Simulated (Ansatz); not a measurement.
In2O3 stretched along one axis: stress and gap

Cell: a structure deposited in the COD, its atoms then relaxed with PBE in this cell.

```xyz
10
Lattice="2.7435 1.5840 4.8367 -2.7435 1.5840 4.8367 0.0000 -3.1679 4.8367" Properties=species:S:1:pos:R:3 pbc="T T T"
In    0.0000    0.0000    5.1934
In    0.0000    0.0000    2.0616
In    0.0000    0.0000    9.3166
In    0.0000    0.0000   12.4484
O    -1.1198    1.5840    8.4642
O    -0.8119   -1.7617    8.4642
O     1.9316    0.1778    8.4642
O     1.1198   -1.5840    6.0458
O     0.8119    1.7617    6.0458
O    -1.9316   -0.1778    6.0458
```

Sites (sets of like atoms) are named by element and the number of their first atom in this list.

Computed with Ansatz: DFT, PBE, plane waves and PAW, scalar-relativistic, 420 eV cutoff, Γ-centred 7×7×7 k-points, Fermi–Dirac smearing 0.02 eV.

The cell is stretched along z (the third Cartesian axis of the run's cell), x and y held, and the ions relax again each time. Tension counts as positive.

| strain along z (%) | stress along z (GPa) | stress along x (GPa) | gap on the k-mesh (eV) |
| --- | --- | --- | --- |
| -3 | -14.1 | -13.3 | 1.41 |
| -2 | -11.8 | -11.7 | 1.37 |
| -1 | ? | ? | ? |
| 0 | -7.2 | -8.9 | 1.29 |
| +1 | -5.0 | -7.6 | 1.24 |
| +2 | -2.9 | -6.3 | 1.18 |
| +3 | -0.8 | -5.2 | 1.12 |

Question: Estimate the row at -1 % from the others.

Answer: stress along z (GPa): -9.5; stress along x (GPa): -10.3; gap on the k-mesh (eV): 1.33. Worked: parabolas through the other 6 rows give -9.5 and -10.3 GPa at -1 %. Their slopes at zero strain are 223 GPa (the stiffness along z) and 135 GPa (the coupling of z to x). They hold at this cell, where the calculated pressure is 8.3 GPa. The gap closes by 46 meV per per cent of stretch between the rows next to zero strain; the parabola gives 1.34 eV for the withheld row.

PBE gaps are too small, by a third to a half in many semiconductors; their changes with strain are better.

All values belong to this cell and structure model.
